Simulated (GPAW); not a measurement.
# Bi (Im-3m) in GPAW: further runs

One crystal, Bi, is run at these levels: PBEsol; tasks: relaxation of cell and atoms.

Everything below comes from runs of GPAW 26.7.0. Logs are shortened: lines on timing, memory, paths and dates and some standing lists are left out, and cuts for length are marked. The log counts tension as positive stress, the text compression.

## (1) Starting point

It takes space group Im-3m (No. 229, cubic). Conventional cell: a = 3.963 Å, b = 3.963 Å, c = 3.963 Å, α = 90.00°, β = 90.00°, γ = 90.00°. Bi (site symmetry m-3m) is surrounded by 8 Bi at 3.43 Å.

This isn't the form of Bi at room conditions, which is rhombohedral.

## (2) Relaxation of cell and atoms, PBEsol, target pressure 20 GPa, at which the enthalpy is minimised

File run.py:

```python
from ase import Atoms
from ase.filters import FrechetCellFilter
from ase.io import write
from ase.optimize import BFGS
from ase.units import GPa
from gpaw import GPAW, PW, setup_paths

setup_paths.insert(0, '.')

atoms = Atoms(['Bi'],
              cell=[[-1.9814305318, 1.9814305318, 1.9814305318],
                    [1.9814305318, -1.9814305318, 1.9814305318],
                    [1.9814305318, 1.9814305318, -1.9814305318]],
              scaled_positions=[[0.0, 0.0, 0.0]],
              pbc=True)

calc = GPAW(mode=PW(600),
            xc='PBEsol',
            kpts={'size': (9, 9, 9), 'gamma': True},
            occupations={'name': 'fermi-dirac', 'width': 0.05},
            nbands=15,
            convergence={'density': 1e-05, 'forces': 0.0001},
            maxiter=150,
            txt='gpaw.txt')
atoms.calc = calc
opt = BFGS(FrechetCellFilter(atoms, scalar_pressure=20 * GPa), trajectory='relax.traj', logfile='-')
done = opt.run(fmax=0.02, steps=60)
calc.write('gs.gpw')
write('result.traj', atoms)
print('Converged:', done)
print('Cell:', atoms.cell.cellpar().round(4))
print('Volume:', round(atoms.get_volume(), 4))
print(atoms.get_scaled_positions().round(5))
```

Potentials or basis: PAW data sets generated in the run's folder for this functional, pw.

Launch:

```sh
> gpaw-setup -f PBEsol Bi
> OMP_NUM_THREADS=1 python run.py
```

gpaw.txt:

```text
__  _  _
 | _ |_)|_||  |
 |__||  | ||/\| - 26.7.0

Input parameters:
  mode=PW(ecut=600.0),
  convergence={'density': 1e-05, 'forces': 0.0001},
  kpts=MonkhorstPack(size=(9, 9, 9), gamma=True),
  maxiter=150,
  nbands=15,
  occupations=Occupations(name='fermi-dirac', width=0.05),
  xc=XC(name='PBEsol')

Diagonalizing LCAO Hamiltonian
Converting LCAO to pw mode

       Bi

Atoms  # Å, Bohr magnetons
|   | symbol |        x |        y |        z |    initial magnetic moments |
|---|--------|----------|----------|----------|-----------------------------|
| 0 |     Bi | 0.000000 | 0.000000 | 0.000000 | ( 0.0000,  0.0000,  0.0000) |

Unit cell  # Å
| periodic |         x |         y |         z |  lengths |     angles |
|----------|-----------|-----------|-----------|----------|------------|
|      yes | -1.981431 |  1.981431 |  1.981431 | 3.431938 | 109.471221 |
|      yes |  1.981431 | -1.981431 |  1.981431 | 3.431938 | 109.471221 |
|      yes |  1.981431 |  1.981431 | -1.981431 | 3.431938 | 109.471221 |

Number of symmetries: 48
Symmetry operations  # r_c * U_cc + t_c -> r_c
|    | kind |            matrix            |
|----|------|------------------------------|
|  0 |  σ   |  1, 1, 1,  0, 0,-1,  0,-1, 0 |
|  1 |  C4  |  1, 1, 1,  0, 0,-1, -1, 0, 0 |
|  2 |  C2  |  1, 1, 1,  0,-1, 0,  0, 0,-1 |
|  3 |  S6  |  1, 1, 1,  0,-1, 0, -1, 0, 0 |
|  4 |  S6  |  1, 1, 1, -1, 0, 0,  0, 0,-1 |
|  5 |  C4  |  1, 1, 1, -1, 0, 0,  0,-1, 0 |
|  6 |  E   |  1, 0, 0,  0, 1, 0,  0, 0, 1 |
|  7 |  σ   |  1, 0, 0,  0, 1, 0, -1,-1,-1 |
|  8 |  σ   |  1, 0, 0,  0, 0, 1,  0, 1, 0 |
|  9 |  C3  |  1, 0, 0,  0, 0, 1, -1,-1,-1 |
| 10 |  C3  |  1, 0, 0, -1,-1,-1,  0, 1, 0 |
| 11 |  σ   |  1, 0, 0, -1,-1,-1,  0, 0, 1 |
| 12 |  σ   |  0, 1, 0,  1, 0, 0,  0, 0, 1 |
| 13 |  C2  |  0, 1, 0,  1, 0, 0, -1,-1,-1 |
| 14 |  C3  |  0, 1, 0,  0, 0, 1,  1, 0, 0 |
| 15 |  S4  |  0, 1, 0,  0, 0, 1, -1,-1,-1 |
| 16 |  S4  |  0, 1, 0, -1,-1,-1,  1, 0, 0 |
[... 191 lines left out ...]
No gap
No difference between direct/indirect transitions

Stress tensor  # eV/Ang^3
|         x |         y |         z |
|-----------|-----------|-----------|
|  0.013000 | -0.000000 | -0.000000 |
| -0.000000 |  0.013000 | -0.000000 |
| -0.000000 | -0.000000 |  0.013000 |

Forces  # eV/Ang
|        x |        y |        z |
|----------|----------|----------|
| -0.00000 | -0.00000 | -0.00000 |  # Bi   0

Interpolating wave functions to new cell

       Bi

Atoms  # Å, Bohr magnetons
|   | symbol |         x |         y |         z |    initial magnetic moments |
|---|--------|-----------|-----------|-----------|-----------------------------|
| 0 |     Bi | -0.000000 | -0.000000 | -0.000000 | ( 0.0000,  0.0000,  0.0000) |

Unit cell  # Å
| periodic |         x |         y |         z |  lengths |     angles |
|----------|-----------|-----------|-----------|----------|------------|
|      yes | -1.863674 |  1.863674 |  1.863674 | 3.227979 | 109.471221 |
|      yes |  1.863674 | -1.863674 |  1.863674 | 3.227979 | 109.471221 |
|      yes |  1.863674 |  1.863674 | -1.863674 | 3.227979 | 109.471221 |

Number of symmetries: 48
Symmetry operations  # r_c * U_cc + t_c -> r_c
|    | kind |            matrix            |
|----|------|------------------------------|
|  0 |  σ   |  1, 1, 1,  0, 0,-1,  0,-1, 0 |
|  1 |  C4  |  1, 1, 1,  0, 0,-1, -1, 0, 0 |
|  2 |  C2  |  1, 1, 1,  0,-1, 0,  0, 0,-1 |
|  3 |  S6  |  1, 1, 1,  0,-1, 0, -1, 0, 0 |
|  4 |  S6  |  1, 1, 1, -1, 0, 0,  0, 0,-1 |
|  5 |  C4  |  1, 1, 1, -1, 0, 0,  0,-1, 0 |
|  6 |  E   |  1, 0, 0,  0, 1, 0,  0, 0, 1 |
|  7 |  σ   |  1, 0, 0,  0, 1, 0, -1,-1,-1 |
|  8 |  σ   |  1, 0, 0,  0, 0, 1,  0, 1, 0 |
|  9 |  C3  |  1, 0, 0,  0, 0, 1, -1,-1,-1 |
| 10 |  C3  |  1, 0, 0, -1,-1,-1,  0, 1, 0 |
| 11 |  σ   |  1, 0, 0, -1,-1,-1,  0, 0, 1 |
| 12 |  σ   |  0, 1, 0,  1, 0, 0,  0, 0, 1 |
| 13 |  C2  |  0, 1, 0,  1, 0, 0, -1,-1,-1 |
| 14 |  C3  |  0, 1, 0,  0, 0, 1,  1, 0, 0 |
| 15 |  S4  |  0, 1, 0,  0, 0, 1, -1,-1,-1 |
| 16 |  S4  |  0, 1, 0, -1,-1,-1,  1, 0, 0 |
[... 193 lines left out ...]
No gap
No difference between direct/indirect transitions

Stress tensor  # eV/Ang^3
|         x |         y |         z |
|-----------|-----------|-----------|
| -0.074400 | -0.000000 |  0.000000 |
| -0.000000 | -0.074400 |  0.000000 |
|  0.000000 |  0.000000 | -0.074400 |

Forces  # eV/Ang
|        x |        y |        z |
|----------|----------|----------|
| -0.00000 | -0.00000 | -0.00000 |  # Bi   0

Interpolating wave functions to new cell

       Bi

Atoms  # Å, Bohr magnetons
|   | symbol |         x |        y |        z |    initial magnetic moments |
|---|--------|-----------|----------|----------|-----------------------------|
| 0 |     Bi | -0.000000 | 0.000000 | 0.000000 | ( 0.0000,  0.0000,  0.0000) |

Unit cell  # Å
| periodic |         x |         y |         z |  lengths |     angles |
|----------|-----------|-----------|-----------|----------|------------|
|      yes | -1.814357 |  1.814357 |  1.814357 | 3.142558 | 109.471221 |
|      yes |  1.814357 | -1.814357 |  1.814357 | 3.142558 | 109.471221 |
|      yes |  1.814357 |  1.814357 | -1.814357 | 3.142558 | 109.471221 |

Number of symmetries: 48
Symmetry operations  # r_c * U_cc + t_c -> r_c
|    | kind |            matrix            |
|----|------|------------------------------|
|  0 |  σ   |  1, 1, 1,  0, 0,-1,  0,-1, 0 |
|  1 |  C4  |  1, 1, 1,  0, 0,-1, -1, 0, 0 |
|  2 |  C2  |  1, 1, 1,  0,-1, 0,  0, 0,-1 |
|  3 |  S6  |  1, 1, 1,  0,-1, 0, -1, 0, 0 |
|  4 |  S6  |  1, 1, 1, -1, 0, 0,  0, 0,-1 |
|  5 |  C4  |  1, 1, 1, -1, 0, 0,  0,-1, 0 |
|  6 |  E   |  1, 0, 0,  0, 1, 0,  0, 0, 1 |
|  7 |  σ   |  1, 0, 0,  0, 1, 0, -1,-1,-1 |
|  8 |  σ   |  1, 0, 0,  0, 0, 1,  0, 1, 0 |
|  9 |  C3  |  1, 0, 0,  0, 0, 1, -1,-1,-1 |
| 10 |  C3  |  1, 0, 0, -1,-1,-1,  0, 1, 0 |
| 11 |  σ   |  1, 0, 0, -1,-1,-1,  0, 0, 1 |
| 12 |  σ   |  0, 1, 0,  1, 0, 0,  0, 0, 1 |
| 13 |  C2  |  0, 1, 0,  1, 0, 0, -1,-1,-1 |
| 14 |  C3  |  0, 1, 0,  0, 0, 1,  1, 0, 0 |
| 15 |  S4  |  0, 1, 0,  0, 0, 1, -1,-1,-1 |
| 16 |  S4  |  0, 1, 0, -1,-1,-1,  1, 0, 0 |
[... 192 lines left out ...]
No gap
No difference between direct/indirect transitions

Stress tensor  # eV/Ang^3
|         x |         y |         z |
|-----------|-----------|-----------|
| -0.141646 | -0.000000 | -0.000000 |
| -0.000000 | -0.141646 |  0.000000 |
| -0.000000 |  0.000000 | -0.141646 |

Forces  # eV/Ang
|        x |       y |       z |
|----------|---------|---------|
| -0.00000 | 0.00000 | 0.00000 |  # Bi   0

Interpolating wave functions to new cell

       Bi

Atoms  # Å, Bohr magnetons
|   | symbol |         x |         y |        z |    initial magnetic moments |
|---|--------|-----------|-----------|----------|-----------------------------|
| 0 |     Bi | -0.000000 | -0.000000 | 0.000000 | ( 0.0000,  0.0000,  0.0000) |

Unit cell  # Å
| periodic |         x |         y |         z |  lengths |     angles |
|----------|-----------|-----------|-----------|----------|------------|
|      yes | -1.825842 |  1.825842 |  1.825842 | 3.162450 | 109.471221 |
|      yes |  1.825842 | -1.825842 |  1.825842 | 3.162450 | 109.471221 |
|      yes |  1.825842 |  1.825842 | -1.825842 | 3.162450 | 109.471221 |

Number of symmetries: 48
Symmetry operations  # r_c * U_cc + t_c -> r_c
|    | kind |            matrix            |
|----|------|------------------------------|
|  0 |  σ   |  1, 1, 1,  0, 0,-1,  0,-1, 0 |
|  1 |  C4  |  1, 1, 1,  0, 0,-1, -1, 0, 0 |
|  2 |  C2  |  1, 1, 1,  0,-1, 0,  0, 0,-1 |
|  3 |  S6  |  1, 1, 1,  0,-1, 0, -1, 0, 0 |
|  4 |  S6  |  1, 1, 1, -1, 0, 0,  0, 0,-1 |
|  5 |  C4  |  1, 1, 1, -1, 0, 0,  0,-1, 0 |
|  6 |  E   |  1, 0, 0,  0, 1, 0,  0, 0, 1 |
|  7 |  σ   |  1, 0, 0,  0, 1, 0, -1,-1,-1 |
|  8 |  σ   |  1, 0, 0,  0, 0, 1,  0, 1, 0 |
|  9 |  C3  |  1, 0, 0,  0, 0, 1, -1,-1,-1 |
| 10 |  C3  |  1, 0, 0, -1,-1,-1,  0, 1, 0 |
| 11 |  σ   |  1, 0, 0, -1,-1,-1,  0, 0, 1 |
| 12 |  σ   |  0, 1, 0,  1, 0, 0,  0, 0, 1 |
| 13 |  C2  |  0, 1, 0,  1, 0, 0, -1,-1,-1 |
| 14 |  C3  |  0, 1, 0,  0, 0, 1,  1, 0, 0 |
| 15 |  S4  |  0, 1, 0,  0, 0, 1, -1,-1,-1 |
| 16 |  S4  |  0, 1, 0, -1,-1,-1,  1, 0, 0 |
[... 133 lines left out ...]
convergence criteria:
- Maximum integral of absolute [dens]ity change: 1e-05 electrons / valence electron
- Maximum change in the atomic [forces] across last 2 cycles: 0.0001 eV/Ang OR
Maximum error relative to the maximum force is below inf
- Maximum [total energy] change in last 3 cyles: 0.0005 eV / valence electron
- Maximum integral of absolute [eigenst]ate change: 4e-08 eV^2 / valence electron
maximum number of iterations: 150

SCF iterations
|iter     | |      energy | eigst |  dens |force |
|---------|-|-------------|-------|-------|------|
|iter:   1| |   -4.755271 | -2.08 |       |      |
|iter:   2| |   -4.753879 | -4.61 | -2.10 |      |
|iter:   3| |   -4.745911 | -4.18 | -2.14 |      |
|iter:   4| |   -4.745780 | -4.97 | -2.84 |      |
|iter:   5| |   -4.745848c| -4.71 | -3.27 |      |
|iter:   6| |   -4.745841c| -6.80 | -4.08 |      |
|iter:   7| |   -4.745841c| -7.65c| -4.49 |      |
|iter:   8| |   -4.745841c| -8.01c| -5.47c|      |
|iter:   9| |   -4.745841c| -8.04c| -5.83c|-25.00c|

Converged in 9 steps
Energy contributions relative to reference atoms: (reference = -584693.896228)

Energy contributions:
  Kinetic:          29.074262
  Coulomb:         -24.903602
  Zero:             -1.494234
  External:          0.000000
  Xc:               -7.421477
  Entropy:          -0.001579
  Spinorbit:         0.000000
  ----------------------------
  Free energy:      -4.746631
  Extrapolated:     -4.745841

dipole moment: (-7.123090, -7.123090, -7.123090)  # |e|*Ang
[... 21 lines left out ...]
No gap
No difference between direct/indirect transitions

Stress tensor  # eV/Ang^3
|         x |         y |         z |
|-----------|-----------|-----------|
| -0.123515 |  0.000000 |  0.000000 |
|  0.000000 | -0.123515 |  0.000000 |
|  0.000000 |  0.000000 | -0.123515 |

Forces  # eV/Ang
|        x |       y |        z |
|----------|---------|----------|
| -0.00000 | 0.00000 | -0.00000 |  # Bi   0

Interpolating wave functions to new cell

       Bi

Atoms  # Å, Bohr magnetons
|   | symbol |         x |        y |        z |    initial magnetic moments |
|---|--------|-----------|----------|----------|-----------------------------|
| 0 |     Bi | -0.000000 | 0.000000 | 0.000000 | ( 0.0000,  0.0000,  0.0000) |

Unit cell  # Å
| periodic |         x |         y |         z |  lengths |     angles |
|----------|-----------|-----------|-----------|----------|------------|
|      yes | -1.824991 |  1.824991 |  1.824991 | 3.160978 | 109.471221 |
|      yes |  1.824991 | -1.824991 |  1.824991 | 3.160978 | 109.471221 |
|      yes |  1.824991 |  1.824991 | -1.824991 | 3.160978 | 109.471221 |

Number of symmetries: 48
Symmetry operations  # r_c * U_cc + t_c -> r_c
|    | kind |            matrix            |
|----|------|------------------------------|
|  0 |  σ   |  1, 1, 1,  0, 0,-1,  0,-1, 0 |
|  1 |  C4  |  1, 1, 1,  0, 0,-1, -1, 0, 0 |
|  2 |  C2  |  1, 1, 1,  0,-1, 0,  0, 0,-1 |
|  3 |  S6  |  1, 1, 1,  0,-1, 0, -1, 0, 0 |
|  4 |  S6  |  1, 1, 1, -1, 0, 0,  0, 0,-1 |
|  5 |  C4  |  1, 1, 1, -1, 0, 0,  0,-1, 0 |
|  6 |  E   |  1, 0, 0,  0, 1, 0,  0, 0, 1 |
|  7 |  σ   |  1, 0, 0,  0, 1, 0, -1,-1,-1 |
|  8 |  σ   |  1, 0, 0,  0, 0, 1,  0, 1, 0 |
|  9 |  C3  |  1, 0, 0,  0, 0, 1, -1,-1,-1 |
| 10 |  C3  |  1, 0, 0, -1,-1,-1,  0, 1, 0 |
| 11 |  σ   |  1, 0, 0, -1,-1,-1,  0, 0, 1 |
| 12 |  σ   |  0, 1, 0,  1, 0, 0,  0, 0, 1 |
| 13 |  C2  |  0, 1, 0,  1, 0, 0, -1,-1,-1 |
| 14 |  C3  |  0, 1, 0,  0, 0, 1,  1, 0, 0 |
| 15 |  S4  |  0, 1, 0,  0, 0, 1, -1,-1,-1 |
| 16 |  S4  |  0, 1, 0, -1,-1,-1,  1, 0, 0 |
[... 189 lines left out ...]
No gap
No difference between direct/indirect transitions

Stress tensor  # eV/Ang^3
|         x |         y |         z |
|-----------|-----------|-----------|
| -0.124805 | -0.000000 | -0.000000 |
| -0.000000 | -0.124805 |  0.000000 |
| -0.000000 |  0.000000 | -0.124805 |

Forces  # eV/Ang
|       x |       y |       z |
|---------|---------|---------|
| 0.00000 | 0.00000 | 0.00000 |  # Bi   0

# Writing to gs.gpw (mode='')
```

Run time: 47 s. Hardware: 1 thread of Arm Neoverse V1, shared host; peak memory 0.18 GiB.

Results:

```yaml
Free_energy: -4.7424 eV
Relaxed_volume: 24.31 Å³/atom
Relaxed_cell: a = 3.161 Å, b = 3.161 Å, c = 3.161 Å, α = 109.47°, β = 109.47°, γ = 109.47°
Space_group_after_relaxing_to_0.05_Å: Im-3m (No. 229)
Energy_change_on_relaxing_the_enthalpy_is_what_falls: +278.4 meV/atom
Ionic_steps: 5
Pressure_after_relaxing: 20.0 GPa
Band_gap_on_the_k_mesh: none (metal or under the smearing width)
```

The path:
| step | energy change (eV) | largest force (eV/Å) | pressure (GPa) | volume (Å³) |
| --- | --- | --- | --- | --- |
| 1 | 0.0000 | 0.0000 | -2.08 | 31.12 |
| 2 | 0.1237 | 0.0000 | 11.92 | 25.89 |
| 3 | 0.3347 | 0.0000 | 22.69 | 23.89 |
| 4 | 0.2742 | 0.0000 | 19.79 | 24.35 |
| 5 | 0.2784 | 0.0000 | 20.00 | 24.31 |

Final structure:
```
CELL_PARAMETERS angstrom
-1.82499 1.82499 1.82499
1.82499 -1.82499 1.82499
1.82499 1.82499 -1.82499
ATOMIC_POSITIONS crystal
Bi 0.00000 0.00000 0.00000
```

Levels at points of the mesh, in eV from the Fermi level:
```
           k point  band 4  band 5  band 6  band 7  band 8  band 9  band 10  band 11
(0.00, 0.00, 0.00)  -23.40  -23.40  -15.69    6.93    6.93    6.93    10.33    10.33
```

Caveat: later steps reuse the first step's grids; the volume moved by over 15 % at a fixed basis, so the end points are rough; spin-orbit coupling is left out, which moves the levels of the heavy elements.

(Continued in part 2 of 2.)
